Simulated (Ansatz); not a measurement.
**MgO: stacking energies as a chain of layer couplings**

Theory: DFT PBE, scalar-relativistic, plane waves, PAW in Ansatz.

Cutoff 420 eV, Γ-centred meshes of like density (12×12×3 for the 6-atom cell), Gaussian smearing of 0.02 eV, energies at zero smearing and 0 K, each start's symmetry kept, no spin polarisation.

Close-packed stackings of MgO (double layers of a tetrahedral net) were relaxed in cell and atoms. Energies are per layer, over the stacking AB. Give each step between layers a spin, σ = +1 for A→B, B→C, C→A and −1 for the reverse, and write the energy per layer as E = E₀ − J₁⟨σᵢσᵢ₊₁⟩ − J₂⟨σᵢσᵢ₊₂⟩.

```tsv
stacking	⟨σᵢσᵢ₊₁⟩	⟨σᵢσᵢ₊₂⟩	E − E(AB) (meV/layer)
AB	-1	1	0
ABC	1	1	66.3
ABACAB	-0.333	-0.333	26.1
ABCBACAB	0	-0.5	37.2
ABCBCBCAB	-0.333	0.111	25.9
```

Question: Fit J₁ and J₂, and predict the energy of ABABCABCBC.

Answer: Over AB the model reads ΔE = −J₁(⟨σᵢσᵢ₊₁⟩ + 1) − J₂(⟨σᵢσᵢ₊₂⟩ − 1). Least squares on the 4 rows under AB gives J₁ = -33.19 and J₂ = 3.03 meV, with a residual of 0.61 meV rms. For ABABCABCBC the averages are 0.2 and 0.2, so ΔE = 42.3 meV a layer; the calculation gives 43.3. The two couplings carry this family well.

Question: Which of AB, ABC, ABAC and ABCACB does the model put lowest, and what do isolated faults cost in AB stacking?

Answer: Over AB the four lie at 0, −2J₁, −J₁ + 2J₂ and (4/3)(J₂ − J₁): AB 0.0, ABC 66.4, ABAC 39.2, ABCACB 48.3 meV a layer, so AB is lowest. A fault turns some spins; counting the pairs that change sign and dividing by the area of a layer's cell, (√3/2)a² = 9.31 Å² with the cells' mean a = 3.279 Å (1 meV/Å² = 16.02 mJ/m²): fault I₁ (one cubic layer) −2J₁ + 4J₂ = 78.5 meV, 135 mJ/m²; fault I₂ (two cubic layers) 4(J₂ − J₁) = 144.9 meV, 249 mJ/m². These are model values: no fault cell was computed here.

None of these stackings is the usual structure of the substance.

Cost: 5 runs of about 49 core-minutes in all, on AMD EPYC (Zen 3) (shared hosts).

The energy rises mainly with the share of cubic layers, so the large negative J₁ expresses a strong preference for hexagonal stacking. This fits a very ionic compound: the eclipsed arrangement across hexagonal layers brings unlike ions closer and improves the Madelung energy, and AB symmetry also lets the double layers flatten, which the cubic stacking forbids.

J₂ is less securely a real second-neighbour coupling. ABACAB and ABCBCBCAB share the same first average but differ clearly in the second, yet they lie at 26.1 and 25.9 meV, closer together than the fit would place them. All the mixed stackings lie above a straight line between AB and ABC, which suggests that J₂ partly absorbs a cooperative effect, probably cubic layers hindering the flattening of their hexagonal neighbours; longer-range couplings are another possibility. The order of the two fault energies follows from the dominant J₁ and is plausible, but their absolute values are less certain, since an isolated fault would sit in a nearly unperturbed AB lattice that none of the fitted mixed stackings closely resembles.
